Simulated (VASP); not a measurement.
The system is Pt.

```
CELL_PARAMETERS angstrom
0.00000 1.96090 1.96090
1.96090 0.00000 1.96090
1.96090 1.96090 0.00000
ATOMIC_POSITIONS crystal
Pt 0.00000 0.00000 0.00000
```

| Item | Value |
| --- | --- |
| Program | VASP 6.6.1 |
| Task | relaxation of cell and atoms |
| Functional | r2SCAN |
| Potentials or basis | VASP PAW PBE potentials, release 64 (Pt) |
| Cutoff | 600 eV |
| k mesh | 10 × 10 × 10 |
| Occupations | fermi-dirac, width 0.05 eV |
| Spin | no spin polarisation |

At the start: pressure 5.0 GPa; volume 15.08 Å³/atom.

**Question.** Where does the relaxation end?

**Answer.** Over 3 steps the energy falls by 4.0 meV/atom and the volume is 15.35 Å³/atom (+1.8 %); space group Fm-3m (No. 225, to 0.05 Å).

Step by step:
```
step  energy change (eV)  largest force (eV/Å)  pressure (GPa)  volume (Å³)
   1              0.0000                0.0000            4.95        15.08
   2              0.0260                0.0000          -11.65        16.12
   3             -0.0040                0.0000           -0.07        15.35
```

Final structure:
```
Pt
1.0
     0.00000    1.97242    1.97242
     1.97242    0.00000    1.97242
     1.97242    1.97242    0.00000
Pt
1
Cartesian
  0.0000 0.0000 0.0000
```

Caveat: the PAW data sets were made with another functional, which shifts forces and pressure a little.
